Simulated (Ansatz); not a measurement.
Consider the homolysis of the C–H bond: acetic acid → `[CH2]C(=O)O`• + H•.

Calculated with Ansatz (gas phase, PBE0-D4/def2-TZVP geometries, no zero-point term in ΔE). CCSD(T)/CBS adds triple-zeta CCSD(T) − MP2 to the extrapolated MP2 energy (def2 sets, frozen cores). This one scheme is used for every species, atoms too. DFT in def2-TZVPP. B3LYP here is the variant with VWN-RPA as its local correlation; programs differ in this. No spin–orbit coupling; open shells (•) take unrestricted orbitals. Each species was taken in one conformer, which may not be the lowest.

Question: What is ΔE at CCSD(T)/CBS? (Estimate.)

Answer: Computed: +4.62 eV.

Question: What do these levels give: B3LYP-D4, BHLYP-D4, r2SCANh, HF/def2-TZVPP, CCSD(T)/def2-TZVPP, SCS-MP2/def2-QZVPP? (An estimate is asked.)

Answer: Computed: B3LYP-D4 4.48, BHLYP-D4 4.44, r2SCANh 4.35, HF/def2-TZVPP 3.46, CCSD(T)/def2-TZVPP 4.55, SCS-MP2/def2-QZVPP 4.73 eV.

Question: What do rigid-rotor, harmonic-oscillator terms from PBE0-D4/def2-TZVP frequencies (298.15 K, 1 bar) make of the CCSD(T)/CBS value? (An estimate is asked.)

Answer: Computed: ΔZPE = -0.37 eV, ΔH = +4.31 eV, ΔS = 109 J/(mol·K), ΔG = +3.98 eV. Open shells count their whole term as degenerate.

Largest T1 diagnostic among the species: 0.019.

At CCSD(T), def2-SVP lies −0.16 eV from the extrapolated value and def2-TZVPP −0.07 eV: correlation converges slowly with the basis, and small sets miss more of it in the bonded molecule than in its fragments. Leaving LDA and LC-ωPBE aside and taking each functional with its dispersion term where it has one, the values, not all of them listed here, spread over 0.23 eV, from r2SCAN-D4 to ωB97M-V. LDA lies +0.54 eV from PBE without D4, its usual overbinding. In def2-TZVPP, CCSD(T) changes the Hartree–Fock value by +1.09 eV (the triples alone add +0.04 eV) and MP2 by +1.15 eV; breaking electron pairs costs correlation energy, which Hartree–Fock lacks.
